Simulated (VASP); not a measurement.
# Mg (P6_3/mmc) in VASP: a series of runs

Aim: see how the results for Mg move with the level of theory and the settings. Levels: PBEsol, LDA, PBE, PBE+D3(BJ). Tasks: relaxation of cell and atoms.

All numbers are computed with VASP 6.6.1; they aren't measurements. Logs are shortened: lines on timing, memory, paths and dates and some standing lists are left out, and cuts for length are marked.

## 1. Starting point

It takes space group P6_3/mmc (No. 194, hexagonal). Conventional cell: a = 3.209 Å, b = 3.209 Å, c = 5.210 Å, α = 90.00°, β = 90.00°, γ = 120.00°. Around Mg (site symmetry -6m2) lie 12 Mg at 3.20 to 3.21 Å.

## 2. Relaxation of cell and atoms, PBEsol

INCAR reads:

```
SYSTEM = Mg
PREC = Accurate
ENCUT = 600
EDIFF = 1E-7
ISMEAR = 0
SIGMA = 0.1
LREAL = .False.
LASPH = .True.
NELM = 60
ALGO = Normal
ISIF = 3
LWAVE = .False.
LCHARG = .False.
GGA = PS
IBRION = 2
NSW = 90
EDIFFG = -0.005
```

KPOINTS reads:

```
regular mesh
0
Gamma
  15 15 8
  0 0 0
```

POSCAR reads:

```
Mg
1.0
    3.2093000000      0.0000000000      0.0000000000
   -1.6046500000      2.7793353300      0.0000000000
    0.0000000000      0.0000000000      5.2103000000
Mg
2
Direct
    0.3333333300      0.6666666700      0.2500000000
    0.6666666700      0.3333333300      0.7500000000
```

Potentials or basis: VASP PAW PBE potentials, release 64 (Mg).

On the command line:

```sh
$ cat potpaw_PBE.64/Mg/POTCAR > POTCAR
$ mpirun -np 1 vasp_std > vasp.out
```

OUTCAR:

```text
SYSTEM = Mg
   PREC = Accurate
   ENCUT = 600
   EDIFF = 1E-7
   ISMEAR = 0
   LREAL = .False.
   LASPH = .True.
   NELM = 60
   ISIF = 3
   GGA = PS
   IBRION = 2
   NSW = 90
   EDIFFG = -0.005

 ion  position               nearest neighbor table
   1  0.333  0.667  0.250-   2 3.20   2 3.20   2 3.20   2 3.20   2 3.20   2 3.20
   2  0.667  0.333  0.750-   1 3.20   1 3.20   1 3.20   1 3.20   1 3.20   1 3.20

  LATTYP: Found a hexagonal cell.
 ALAT       =     3.2093000000
 C/A-ratio  =     1.6235004518

  Lattice vectors:

 A1 = (   3.2093000000,   0.0000000000,   0.0000000000)
 A2 = (  -1.6046500000,   2.7793353300,   0.0000000000)
 A3 = (   0.0000000000,   0.0000000000,   5.2103000000)

Analysis of symmetry for initial positions (statically):
=====================================================================
 Subroutine PRICEL returns:
 Original cell was already a primitive cell.

 Routine SETGRP: Setting up the symmetry group for a
 hexagonal supercell.

 Subroutine GETGRP returns: Found 24 space group operations
 (whereof 12 operations were pure point group operations)
 out of a pool of 24 trial point group operations.

The static configuration has the point symmetry D_3d.
 The point group associated with its full space group is D_6h.

Analysis of symmetry for dynamics (positions and initial velocities):
=====================================================================
 Subroutine PRICEL returns:
 Original cell was already a primitive cell.

 Routine SETGRP: Setting up the symmetry group for a
 hexagonal supercell.

 Subroutine GETGRP returns: Found 24 space group operations
 (whereof 12 operations were pure point group operations)
 out of a pool of 24 trial point group operations.

The dynamic configuration has the point symmetry D_3d.
 The point group associated with its full space group is D_6h.

 Subroutine INISYM returns: Found 24 space group operations
 (whereof 12 operations are pure point group operations),
 and found     1 'primitive' translations

----------------------------------------------------------------------------------------

                                     Primitive cell

  volume of cell :      46.4744

  direct lattice vectors                    reciprocal lattice vectors
     3.209300000  0.000000000  0.000000000     0.311594429  0.179899127  0.000000000
    -1.604650000  2.779335330  0.000000000     0.000000000  0.359798254  0.000000000
     0.000000000  0.000000000  5.210300000     0.000000000  0.000000000  0.191927528

  length of vectors
     3.209300000  3.209300001  5.210300000     0.359798255  0.359798254  0.191927528

  position of ions in fractional coordinates (direct lattice)
     0.333333330  0.666666670  0.250000000
     0.666666670  0.333333330  0.750000000

  ion indices of the primitive-cell ions
   primitive index   ion index
                 1           1
                 2           2

----------------------------------------------------------------------------------------

 KPOINTS: regular mesh

Automatic generation of k-mesh.
 Grid dimensions read from file:
 generate k-points for:   15   15    8

 Generating k-lattice:

  Cartesian coordinates                     Fractional coordinates (reciprocal lattice)
     0.020772962  0.011993275  0.000000000     0.066666667 -0.000000000  0.000000000
     0.000000000  0.023986550  0.000000000     0.000000000  0.066666667  0.000000000
     0.000000000  0.000000000  0.023990941     0.000000000  0.000000000  0.125000000

  Length of vectors
     0.023986550  0.023986550  0.023990941

  Shift w.r.t. Gamma in fractional coordinates (k-lattice)
     0.000000000  0.000000000  0.000000000

 Subroutine IBZKPT returns following result:
 ===========================================

 Found    135 irreducible k-points:

 Following reciprocal coordinates:
            Coordinates               Weight
  0.000000  0.000000  0.000000      1.000000
  0.066667  0.000000  0.000000      6.000000
  0.133333  0.000000  0.000000      6.000000
  0.200000  0.000000  0.000000      6.000000
  0.266667  0.000000  0.000000      6.000000
  0.333333  0.000000  0.000000      6.000000
[... 16 lines left out ...]
  0.333333  0.200000  0.000000     12.000000
  0.400000  0.200000  0.000000      6.000000
 [... further k-points ...]
   k-points           NKPTS =    135   k-points in BZ     NKDIM =    135   number of bands    NBANDS=      6
   number of dos      NEDOS =    301   number of ions     NIONS =      2
   total plane-waves  NPLWV =  32928
   dimension x,y,z NGX =    28 NGY =   28 NGZ =   42
   dimension x,y,z NGXF=    56 NGYF=   56 NGZF=   84
   ions per type =               2
   NGX,Y,Z   is equivalent  to a cutoff of  14.50, 14.50, 13.40 a.u.
   NGXF,Y,Z  is equivalent  to a cutoff of  29.01, 29.01, 26.80 a.u.
 SYSTEM =  Mg
   PREC   = accura    normal or accurate (medium, high low for compatibility)
   ISTART =      0    job   : 0-new  1-cont  2-samecut
   ICHARG =      2    charge: 1-file 2-atom 10-const
   ISPIN  =      1    spin polarized calculation?
   LNONCOLLINEAR =      F non collinear calculations
   LSORBIT =      F    spin-orbit coupling
   LASPH  =      T    aspherical Exc in radial PAW
   ENCUT  =  600.0 eV  44.10 Ry    6.64 a.u.   6.41  6.41 10.41*2*pi/ulx,y,z
   NELM   =     60;   NELMIN=  2; NELMDL= -5     # of ELM steps
   EDIFF  = 0.1E-06   stopping-criterion for ELM
   LREAL  =      F    real-space projection
   EDIFFG = -.5E-02   stopping-criterion for IOM
   NSW    =     90    number of steps for IOM
   IBRION =      2    ionic relax: 0-MD 1-quasi-New 2-CG
   NFREE  =      1    steps in history (QN), initial steepest desc. (CG)
   ISIF   =      3    stress and relaxation
   ISYM   =      2    0-nonsym 1-usesym 2-fastsym
   POTIM  = 0.5000    time-step for ionic-motion
   TEBEG  =    0.0;   TEEND  =   0.0 temperature during run
   PSTRESS=    0.0 pullay stress
   NELECT =       4.0000    total number of electrons
   NUPDOWN=      -1.0000    fix difference up-down
   EMIN   =  10.00;   EMAX   =-10.00  energy-range for DOS
   EFERMI =   0.00;   METHOD = LEGACY
   ISMEAR =     0;   SIGMA  =   0.10  broadening in eV -4-tet -1-fermi 0-gaus
   EFERMI_NEDOS =   21; number of points for ismear=-14 and -15
   IALGO  =     38    algorithm
   IMIX   =      4    mixing-type and parameters
     AMIX     =   0.40;   BMIX     =  1.00
     AMIX_MAG =   1.60;   BMIX_MAG =  1.00
  volume/ion in A,a.u.               =      23.24       156.81
  Fermi-wavevector in a.u.,A,eV,Ry     =   0.722809  1.365911  7.108401  0.522453
  Thomas-Fermi vector in A             =   1.812866
   LORBIT       =      0    0 simple, 1 ext, 2 COOP (PROOUT), +10 PAW based schemes
   GGA     = PS    functional components
   LHFCALC =     F    Hartree Fock is set to
   AEXX    =    0.0000 exact exchange contribution
   IVDW    =     0    specifies the selected vdW correction
   LEPSILON=     F    determine dielectric tensor
   LRPA    =     F    only Hartree local field effects (RPA)
 conjugate gradient relaxation of ions
 non-spin polarized calculation
 Gauss-broadening in eV      SIGMA  =   0.10
  energy-cutoff  :      600.00
  volume of cell :       46.47
 maximum number of plane-waves:      1572
 NGX is ok and might be reduce to    28
   NGX = 13   NGY = 13   NGZ = 21

--------------------------------------- Ionic step        1  -------------------------------------------

 number of electron       4.0000000 magnetization

 Free energy of the ion-electron system (eV)
  ---------------------------------------------------
  ext. energy  EPLUGINS =         0.00000000
  ---------------------------------------------------
  free energy    TOTEN  =        -3.44320448 eV

  energy without entropy =       -3.43819630  energy(sigma->0) =       -3.44070039

------------------------ aborting loop because EDIFF is reached ----------------------------------------

  FORCE on cell =-STRESS in cart. coord.  units (eV):
  Direction    XX          YY          ZZ          XY          YZ          ZX
  --------------------------------------------------------------------------------------
  -------------------------------------------------------------------------------------
  Total       -0.2750542     -0.2750542     -0.4827442      0.0000000     -0.0000000      0.0000000
  in kB       -9.4823248     -9.4823248    -16.6423117      0.0000000     -0.0000000      0.0000000
  external PRESSURE =     -11.8689871 kB  Pullay stress =       0.0000000 kB
[... 165 lines left out ...]
  energy  without entropy=       -3.4452410456  energy(sigma->0) =       -3.44759827

--------------------------------------- Ionic step        6  -------------------------------------------

 number of electron       4.0000000 magnetization

 Free energy of the ion-electron system (eV)
  ---------------------------------------------------
  ext. energy  EPLUGINS =         0.00000000
  ---------------------------------------------------
  free energy    TOTEN  =        -3.45002659 eV

  energy without entropy =       -3.44525380  energy(sigma->0) =       -3.44764019

 E-fermi :   2.7034     XC(G=0):  -8.6023

 val. band max:        2.6811997739   @ k =   0.3333   0.1333   0.1250
 cond. band min:       2.7143312605   @ k =   0.2667   0.2667   0.2500
 fundamental gap:      0.0331314866
 Fermi energy:         2.7034066435

 k-point     1 :       0.0000    0.0000    0.0000
  band No.  band energies     occupation
      1      -4.3175      2.00000
      2       1.0564      2.00000
      3       1.5954      2.00000
      4      13.6148      0.00000
      5      13.6148      0.00000
      6      13.7446      0.00000

 k-point     2 :       0.0667    0.0000    0.0000
  band No.  band energies     occupation
      1      -4.2296      2.00000
      2       1.1364      2.00000
      3       1.6806      2.00000
      4      11.8625      0.00000
      5      12.6523      0.00000
      6      13.4803      0.00000
[... 190 lines left out ...]
 k-point    24 :       0.4000    0.2000    0.0000
  band No.  band energies     occupation
      1       1.0441      2.00000
      2       1.0761      2.00000
      3       4.5835      0.00000
      4       5.9456      0.00000
      5       6.3112      0.00000
      6       6.6243      0.00000

 [... further k-points ...]

------------------------ aborting loop because EDIFF is reached ----------------------------------------

  FORCE on cell =-STRESS in cart. coord.  units (eV):
  Direction    XX          YY          ZZ          XY          YZ          ZX
  --------------------------------------------------------------------------------------
  -------------------------------------------------------------------------------------
  Total        0.0059990      0.0059990      0.0046957      0.0000000      0.0000000      0.0000000
  in kB        0.2139605      0.2139605      0.1674762      0.0000000      0.0000000      0.0000000
  external PRESSURE =       0.1984657 kB  Pullay stress =       0.0000000 kB
[... 17 lines left out ...]
  FREE ENERGIE OF THE ION-ELECTRON SYSTEM (eV)
  ---------------------------------------------------
  free  energy   TOTEN  =        -3.4500265851 eV

  energy  without entropy=       -3.4452537963  energy(sigma->0) =       -3.44764019

 reached required accuracy - stopping structural energy minimisation
```

It took 54 s on 1 thread of Intel Xeon Platinum 8488C (Sapphire Rapids), shared host; peak memory 0.22 GiB.

What came out:

```yaml
Free_energy: -3.4500 eV
Relaxed_volume: 22.46 Å³/atom
Relaxed_cell: a = 3.187 Å, b = 3.187 Å, c = 5.106 Å, α = 90.00°, β = 90.00°, γ = 120.00°
Space_group_after_relaxing_to_0.05_Å: P6_3/mmc (No. 194)
Energy_gained_by_relaxing: 3.4 meV/atom
Ionic_steps: 6
Pressure_after_relaxing: 0.0 GPa
Band_gap_on_the_k_mesh: none (metal or under the smearing width)
```

The path:
```tsv
step	energy change (eV)	largest force (eV/Å)	pressure (GPa)	volume (Å³)
1	0.0000	0.0000	-1.19	46.47
2	-0.0061	0.0000	-0.32	45.33
3	-0.0066	0.0000	0.04	44.90
4	-0.0066	0.0000	0.06	44.87
5	-0.0068	0.0000	0.04	44.89
6	-0.0068	0.0000	0.02	44.92
```

Final structure:
```
Mg
1.0
     3.18741    0.00000    0.00000
    -1.59370    2.76038    0.00000
     0.00000    0.00000    5.10562
Mg
2
Cartesian
  0.0000 1.8403 1.2764
  1.5937 0.9201 3.8292
```

Caveat: the PAW data sets were made with another functional, which shifts forces and pressure a little.

## 3. Relaxation of cell and atoms, LDA

Changes to INCAR since step 2:

```diff
@@ -13,3 +13,3 @@
 LCHARG = .False.
-GGA = PS
+GGA = CA
 IBRION = 2
```

KPOINTS is that of step 2.

POSCAR is that of step 2.

Potentials or basis: VASP PAW LDA potentials, release 64 (Mg).

On the command line:

```sh
$ cat potpaw_LDA.64/Mg/POTCAR > POTCAR
$ mpirun -np 1 vasp_std > vasp.out
```

Wall time 54 s (1 thread of Intel Xeon Platinum 8488C (Sapphire Rapids), shared host); peak memory 0.19 GiB.

It converged, with:

```yaml
Free_energy: -3.6234 eV
Relaxed_volume: 21.41 Å³/atom
Relaxed_cell: a = 3.137 Å, b = 3.137 Å, c = 5.024 Å, α = 90.00°, β = 90.00°, γ = 120.00°
Space_group_after_relaxing_to_0.05_Å: P6_3/mmc (No. 194)
Energy_gained_by_relaxing: 17.6 meV/atom
Ionic_steps: 6
Pressure_after_relaxing: 0.0 GPa
Band_gap_on_the_k_mesh: none (metal or under the smearing width)
```

Step by step:
| step | energy change (eV) | largest force (eV/Å) | pressure (GPa) | volume (Å³) |
| --- | --- | --- | --- | --- |
| 1 | 0.0000 | 0.0000 | -2.81 | 46.47 |
| 2 | -0.0322 | 0.0000 | -0.85 | 43.79 |
| 3 | -0.0349 | 0.0000 | -0.02 | 42.87 |
| 4 | -0.0349 | 0.0000 | 0.04 | 42.80 |
| 5 | -0.0351 | 0.0000 | 0.04 | 42.81 |
| 6 | -0.0351 | 0.0000 | 0.03 | 42.82 |

Final structure:
```cif
data_structure
_symmetry_space_group_name_H-M 'P 1'
_symmetry_Int_Tables_number 1
_cell_length_a 3.1372
_cell_length_b 3.1372
_cell_length_c 5.0241
_cell_angle_alpha 90.000
_cell_angle_beta 90.000
_cell_angle_gamma 120.000
_cell_volume 42.82
loop_
_atom_site_label
_atom_site_type_symbol
_atom_site_fract_x
_atom_site_fract_y
_atom_site_fract_z
_atom_site_occupancy
Mg1 Mg 0.33333 0.66667 0.25000 1
Mg2 Mg 0.66667 0.33333 0.75000 1
```

Levels at points of the mesh, in eV from the Fermi level:
```csv
k point,band 1,band 2,band 3,band 4,band 5
"(0.00, 0.00, 0.00)",-7.22,-1.69,-1.14,11.16,11.16
"(0.00, 0.00, 0.50)",-5.74,-5.74,5.44,5.44,11.92
```

## 4. Relaxation of cell and atoms, PBE

Changes to INCAR since step 3:

```diff
@@ -13,3 +13,3 @@
 LCHARG = .False.
-GGA = CA
+GGA = PE
 IBRION = 2
```

KPOINTS is that of step 3.

POSCAR is that of step 3.

Potentials or basis: VASP PAW PBE potentials, release 64 (Mg).

On the command line:

```sh
$ cat potpaw_PBE.64/Mg/POTCAR > POTCAR
$ mpirun -np 1 vasp_std > vasp.out
```

Wall time 53 s (1 thread of Intel Xeon Platinum 8488C (Sapphire Rapids), shared host); peak memory 0.22 GiB.

It converged, with:

| Item | Value |
| --- | --- |
| Free energy | -3.0151 eV |
| Relaxed volume | 22.85 Å³/atom |
| Relaxed cell | a = 3.206 Å, b = 3.206 Å, c = 5.133 Å, α = 90.00°, β = 90.00°, γ = 120.00° |
| Space group after relaxing (to 0.05 Å) | P6_3/mmc (No. 194) |
| Energy gained by relaxing | 1.2 meV/atom |
| Ionic steps | 6 |
| Pressure after relaxing | 0.0 GPa |
| Band gap on the k mesh | none (metal or under the smearing width) |

Step by step:
```csv
step,energy change (eV),largest force (eV/Å),pressure (GPa),volume (Å³)
1,0.0000,0.0000,-0.59,46.47
2,-0.0019,0.0000,-0.15,45.91
3,-0.0022,0.0000,0.08,45.61
4,-0.0022,0.0000,0.09,45.60
5,-0.0024,0.0000,0.05,45.65
6,-0.0024,0.0000,0.01,45.70
```

Final structure:
```
CELL_PARAMETERS angstrom
3.20626 0.00000 0.00000
-1.60313 2.77670 0.00000
0.00000 0.00000 5.13341
ATOMIC_POSITIONS crystal
Mg 0.33333 0.66667 0.25000
Mg 0.66667 0.33333 0.75000
```

Levels at points of the mesh, in eV from the Fermi level:
```
           k point  band 1  band 2  band 3  band 4  band 5
(0.00, 0.00, 0.00)   -6.95   -1.62   -1.11   10.82   10.82
(0.00, 0.00, 0.50)   -5.53   -5.53    5.26    5.26   11.58
```

(Continued in part 2 of 2.)
